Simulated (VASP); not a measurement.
# BN (P6_3mc) in VASP: elastic constants with r2SCAN

Aim: the elastic constants of BN with r2SCAN.

All numbers are computed with VASP 6.6.1; they aren't measurements. Logs are shortened: lines on timing, memory, paths and dates and some standing lists are left out, and cuts for length are marked.

**1. Starting point**

The structure is hexagonal, space group P6_3mc (No. 186). Conventional cell: a = 2.546 Å, b = 2.546 Å, c = 4.212 Å, α = 90.00°, β = 90.00°, γ = 120.00°. B (site symmetry 3m) is surrounded by 4 N at 1.56 to 1.58 Å. N (site symmetry 3m) is surrounded by 4 B at 1.56 to 1.58 Å.

The cell was built by a generator and needn't be a form met in nature.

**2. Elastic constants, r2SCAN**

Input file POSCAR:

```
BN
1.0
    2.5464612342      0.0000000000      0.0000000000
   -1.2732306171      2.2053001186     -0.0000000000
   -0.0000000000      0.0000000000      4.2116864752
  B               N
     2     2
Direct
     0.3333333332999970    0.6666666667000030    0.9999331561228610
     0.6666666667000030    0.3333333332999970    0.4999331561228612
     0.3333333332999970    0.6666666667000030    0.3745668438771365
     0.6666666667000030    0.3333333332999970    0.8745668438771366
```

Input file INCAR.step1:

```
ALGO     = Normal         # electronic algorithm
EDIFF    = 1E-8           # SCF threshold, eV
EDIFFG   = -0.002         # ionic threshold
ENCUT    = 600            # plane-wave cutoff, eV
IBRION   = 2              # ionic algorithm
ISIF     = 3              # what is computed and relaxed
ISMEAR   = -1             # smearing method
KPAR     = 4            
LASPH    = True           # aspherical terms in the spheres
LCHARG   = False          # write CHGCAR
LMIXTAU  = True         
LREAL    = False          # projectors in reciprocal space
LWAVE    = False          # write WAVECAR
METAGGA  = R2SCAN         # meta-GGA
NELM     = 60             # most SCF steps
NSW      = 40             # ionic steps
PREC     = Accurate       # precision mode
SIGMA    = 0.05           # smearing width, eV
```

Input file INCAR.step2:

```
ALGO     = Normal         # electronic algorithm
EDIFF    = 1E-8           # SCF threshold, eV
ENCUT    = 600            # plane-wave cutoff, eV
IBRION   = 6              # ionic algorithm
ISIF     = 3              # what is computed and relaxed
ISMEAR   = -1             # smearing method
KPAR     = 4            
LASPH    = True           # aspherical terms in the spheres
LCHARG   = False          # write CHGCAR
LMIXTAU  = True         
LREAL    = False          # projectors in reciprocal space
LWAVE    = False          # write WAVECAR
METAGGA  = R2SCAN         # meta-GGA
NELM     = 60             # most SCF steps
NFREE    = 2            
NSW      = 1              # ionic steps
POTIM    = 0.015          # step
PREC     = Accurate       # precision mode
SIGMA    = 0.05           # smearing width, eV
```

Input file KPOINTS:

```
k-points
0
Gamma
  12 12 8
```

Potentials or basis: VASP PAW PBE potentials, release 64 (B, N).

Started as:

```console
> cat potpaw_PBE.64/B/POTCAR potpaw_PBE.64/N/POTCAR > POTCAR
> cp INCAR.step1 INCAR
> mpirun -np 4 vasp_std > vasp.out
> cp CONTCAR POSCAR
> cp INCAR.step2 INCAR
> mpirun -np 4 vasp_std > vasp.out
```

OUTCAR:

```text
EDIFF = 1E-8
   ENCUT = 600
   IBRION = 6
   ISIF = 3
   ISMEAR = -1
   LASPH = True
   LREAL = False
   METAGGA = R2SCAN
   NELM = 60
   NFREE = 2
   NSW = 1
   POTIM = 0.015
   PREC = Accurate

 ion  position               nearest neighbor table
   1  0.333  0.667  1.000-   4 1.56   4 1.56   4 1.56   3 1.58
   2  0.667  0.333  0.500-   3 1.56   3 1.56   3 1.56   4 1.58
   3  0.333  0.667  0.375-   2 1.56   2 1.56   2 1.56   1 1.58
   4  0.667  0.333  0.875-   1 1.56   1 1.56   1 1.56   2 1.58

  LATTYP: Found a hexagonal cell.
 ALAT       =     2.5465276125
 C/A-ratio  =     1.6539825546

  Lattice vectors:

 A1 = (   2.5465276125,   0.0000000000,   0.0000000000)
 A2 = (  -1.2732638062,   2.2053576039,   0.0000000000)
 A3 = (   0.0000000000,   0.0000000000,   4.2119122458)

Analysis of symmetry for initial positions (statically):
=====================================================================
 Subroutine PRICEL returns:
 Original cell was already a primitive cell.

 Routine SETGRP: Setting up the symmetry group for a
 hexagonal supercell.

 Subroutine GETGRP returns: Found 12 space group operations
 (whereof  6 operations were pure point group operations)
 out of a pool of 24 trial point group operations.

The static configuration has the point symmetry C_3v.
 The point group associated with its full space group is C_6v.

Analysis of symmetry for dynamics (positions and initial velocities):
=====================================================================
 Subroutine PRICEL returns:
 Original cell was already a primitive cell.

 Routine SETGRP: Setting up the symmetry group for a
 hexagonal supercell.

 Subroutine GETGRP returns: Found 12 space group operations
 (whereof  6 operations were pure point group operations)
 out of a pool of 24 trial point group operations.

The dynamic configuration has the point symmetry C_3v.
 The point group associated with its full space group is C_6v.

 Subroutine INISYM returns: Found 12 space group operations
 (whereof  6 operations are pure point group operations),
 and found     1 'primitive' translations

----------------------------------------------------------------------------------------

                                     Primitive cell

  volume of cell :      23.6541

  direct lattice vectors                    reciprocal lattice vectors
     2.546527612  0.000000000  0.000000000     0.392691599  0.226720600  0.000000000
    -1.273263806  2.205357604  0.000000000     0.000000000  0.453441201  0.000000000
     0.000000000  0.000000000  4.211912246     0.000000000  0.000000000  0.237421851

  length of vectors
     2.546527612  2.546527613  4.211912246     0.453441201  0.453441201  0.237421851

  position of ions in fractional coordinates (direct lattice)
     0.333333333  0.666666667  0.999953216
     0.666666667  0.333333333  0.499953216
     0.333333333  0.666666667  0.374546784
     0.666666667  0.333333333  0.874546784

  ion indices of the primitive-cell ions
   primitive index   ion index
                 1           1
                 2           2
                 3           3
                 4           4

----------------------------------------------------------------------------------------

 KPOINTS: k-points

Automatic generation of k-mesh.
 Grid dimensions read from file:
 generate k-points for:   12   12    8

[... 102 lines left out ...]

 number of electron      16.0000003 magnetization

 Free energy of the ion-electron system (eV)
  ---------------------------------------------------
  ext. energy  EPLUGINS =         0.00000000
  ---------------------------------------------------
  free energy    TOTEN  =       -38.27230768 eV

  energy without entropy =      -38.27230768  energy(sigma->0) =      -38.27230768

------------------------ aborting loop because EDIFF is reached ----------------------------------------

  FORCE on cell =-STRESS in cart. coord.  units (eV):
  Direction    XX          YY          ZZ          XY          YZ          ZX
  --------------------------------------------------------------------------------------
  -------------------------------------------------------------------------------------
  Total        0.0002694      0.0002694      0.0015755      0.0000000      0.0000000     -0.0000000
  in kB        0.0182454      0.0182454      0.1067130      0.0000000      0.0000000     -0.0000000
  external PRESSURE =       0.0477346 kB  Pullay stress =       0.0000000 kB
[... 95 lines left out ...]
  FREE ENERGIE OF THE ION-ELECTRON SYSTEM (eV)
  ---------------------------------------------------
  free  energy   TOTEN  =       -38.2554158228 eV

  energy  without entropy=      -38.2554158227  energy(sigma->0) =      -38.25541582

[... ionic steps 4 to 18 ...]

--------------------------------------- Ionic step       19  -------------------------------------------

 number of electron      16.0000002 magnetization

------------------------ aborting loop because EDIFF is reached ----------------------------------------
[... 71 lines left out ...]
--------------------------------------- Ionic step       21  -------------------------------------------

 number of electron      16.0000002 magnetization

 Free energy of the ion-electron system (eV)
  ---------------------------------------------------
  ext. energy  EPLUGINS =         0.00000000
  ---------------------------------------------------
  free energy    TOTEN  =       -38.26791679 eV

  energy without entropy =      -38.26791679  energy(sigma->0) =      -38.26791679

 E-fermi :   8.3460     XC(G=0): -13.6299

 val. band max:        7.4278274387   @ k =   0.0000   0.0000   0.0000
 cond. band min:      13.0270280594   @ k =   0.3333   0.3333   0.0000
 fundamental gap:      5.5992006207
 Fermi energy:         8.3459629763

 k-point     1 :       0.0000    0.0000    0.0000
  band No.  band energies     occupation
      1     -14.0678      2.00000
      2      -9.8430      2.00000
      3      -3.9350      2.00000
      4       5.2026      2.00000
      5       5.2026      2.00000
      6       7.0374      2.00000
      7       7.4278      2.00000
      8       7.4278      2.00000
      9      16.4345      0.00000
     10      16.4345      0.00000
     11      16.7542      0.00000
     12      17.5740      0.00000
[... 331 lines left out ...]
 k-point    24 :       0.3333   -0.0000    0.1250
  band No.  band energies     occupation
      1     -11.6165      2.00000
      2      -8.6093      2.00000
      3      -1.7730      2.00000
      4      -0.5768      2.00000
      5       1.3425      2.00000
      6       2.8844      2.00000
      7       4.7190      2.00000
      8       5.5748      2.00000
      9      14.8807      0.00000
     10      16.5528      0.00000
     11      18.8093      0.00000
     12      19.3483      0.00000

 [... further k-points ...]
[... 5 lines left out ...]
  --------------------------------------------------------------------------------------
  -------------------------------------------------------------------------------------
  Total       -0.0068188     -0.0068188      0.0008530     -0.0000000      0.0000000      0.0000000
  in kB       -0.4618599     -0.4618599      0.0577765     -0.0000000      0.0000000      0.0000000
  external PRESSURE =      -0.2886477 kB  Pullay stress =       0.0000000 kB
[... 19 lines left out ...]
  FREE ENERGIE OF THE ION-ELECTRON SYSTEM (eV)
  ---------------------------------------------------
  free  energy   TOTEN  =       -38.2679167881 eV

  energy  without entropy=      -38.2679167881  energy(sigma->0) =      -38.26791679

 INTERNAL STRAIN TENSORS FROM STRAINED CELLS
 ============================================

 INTERNAL STRAIN TENSOR FOR ION    1 for displacements in x,y,z  (eV/Angst):
          X           Y           Z          XY          YZ          ZX
  --------------------------------------------------------------------------------
  x    -0.00000     0.00000     0.00000    -1.57457     0.00000    -2.07846
  y    -1.59337     1.61679    -0.00000     0.00000    -2.07362    -0.00001
  z    -0.69430    -0.70019    -0.88195    -0.00005    -0.00425     0.00001

 INTERNAL STRAIN TENSORS FROM DISPLACED ATOMS
 ============================================

 INTERNAL STRAIN TENSOR FOR ION    1 for displacements in x,y,z  (eV/Angst):
          X           Y           Z          XY          YZ          ZX
  --------------------------------------------------------------------------------
  x     0.00000     0.00000     0.00000    -1.58085     0.00000    -2.07479
  y    -1.58085     1.58085     0.00000     0.00000    -2.07479     0.00000
  z    -0.67805    -0.67805    -0.92922     0.00000    -0.00000    -0.00000

 INTERNAL STRAIN TENSOR FOR ION    4 for displacements in x,y,z  (eV/Angst):
          X           Y           Z          XY          YZ          ZX
  --------------------------------------------------------------------------------
  x     0.00000     0.00000     0.00000     4.20987    -0.00000     2.07993
  y     4.20987    -4.20987     0.00000     0.00000     2.07993    -0.00000
  z     0.68154     0.68154     0.92717     0.00000     0.00000     0.00000

 Eigenvectors and eigenvalues of the dynamical matrix
 ----------------------------------------------------

   1 f  =   34.274224 THz   215.351299 2PiTHz 1143.265043 cm-1   141.746736 meV
             X         Y         Z           dx          dy          dz
     -0.000000  1.470238  4.211715    -0.000000    0.000000   -0.607456
      1.273264  0.735119  2.105759    -0.000000    0.000000    0.607456
     -0.000000  1.470238  1.577558     0.000000   -0.000000   -0.361935
      1.273264  0.735119  3.683514     0.000000   -0.000000    0.361935
[... 71 lines left out ...]
  12 f/i=    0.005405 THz     0.033960 2PiTHz    0.180289 cm-1     0.022353 meV
             X         Y         Z           dx          dy          dz
     -0.000000  1.470238  4.211715    -0.464289   -0.048775    0.000000
      1.273264  0.735119  2.105759    -0.464289   -0.048775    0.000000
     -0.000000  1.470238  1.577558    -0.528184   -0.055487    0.000000
      1.273264  0.735119  3.683514    -0.528184   -0.055487    0.000000

--------------------------------------------------------------------------------------------------------

 ELASTIC MODULI CONTR FROM IONIC RELAXATION (kBar)
 Direction    XX          YY          ZZ          XY          YZ          ZX
 --------------------------------------------------------------------------------
 XX         -99.9602     94.6095     -3.6529     -0.0000     -0.0000     -0.0000
 YY          94.6095    -99.9602     -3.6529      0.0000      0.0000      0.0000
 ZZ          -3.6529     -3.6529     -4.9877     -0.0000      0.0000     -0.0000
 XY          -0.0000      0.0000     -0.0000    -97.2849      0.0000     -0.0000
 YZ          -0.0000      0.0000      0.0000      0.0000    -23.4457      0.0000
 ZX          -0.0000      0.0000     -0.0000     -0.0000      0.0000    -23.4457
 --------------------------------------------------------------------------------

 TOTAL ELASTIC MODULI (kBar)
 Direction    XX          YY          ZZ          XY          YZ          ZX
 --------------------------------------------------------------------------------
 XX        9739.4666   1351.1018    593.3393     -0.0000     -0.0000     -0.0000
 YY        1351.1018   9739.4666    593.3393      0.0000      0.0000      0.0000
 ZZ         593.3393    593.3393  10634.5089     -0.0000      0.0000     -0.0000
 XY          -0.0000      0.0000     -0.0000   4194.1824      0.0000     -0.0000
 YZ          -0.0000      0.0000      0.0000      0.0000   3483.7727      0.0000
 ZX          -0.0000      0.0000     -0.0000     -0.0000      0.0000   3483.7727
 --------------------------------------------------------------------------------
```

Wall time 24 min (4 MPI ranks of Intel Xeon Platinum 8259CL at 2.50GHz (Skylake/Cascade Lake), shared host); peak memory 0.41 GiB.

Results:

```yaml
Voigt_bulk_modulus: 391 GPa
Highest_phonon_frequency_at_Γ_LO-TO_splitting_left_out: 1143 cm⁻¹
```

Phonon frequencies in cm⁻¹ (negative: imaginary):
```csv
q point,frequencies
"(0.000, 0.000, 0.000)",0 0 0 486 486 950 950 975 1021 1054 1054 1143
```

Elastic tensor in Voigt notation (GPa, in the Cartesian axes of the cell as first typed):
```
 974  135   59    0    0    0
 135  974   59    0    0    0
  59   59 1063    0    0    0
   0    0    0  348    0    0
   0    0    0    0  348    0
   0    0    0    0    0  419
```

Clamped-ion elastic tensor (GPa):
```
 984  126   60    0    0    0
 126  984   60    0    0    0
  60   60 1064    0    0    0
   0    0    0  351    0    0
   0    0    0    0  351    0
   0    0    0    0    0  429
```

Caveat: the PAW data sets were made with another functional, which shifts forces and pressure a little.
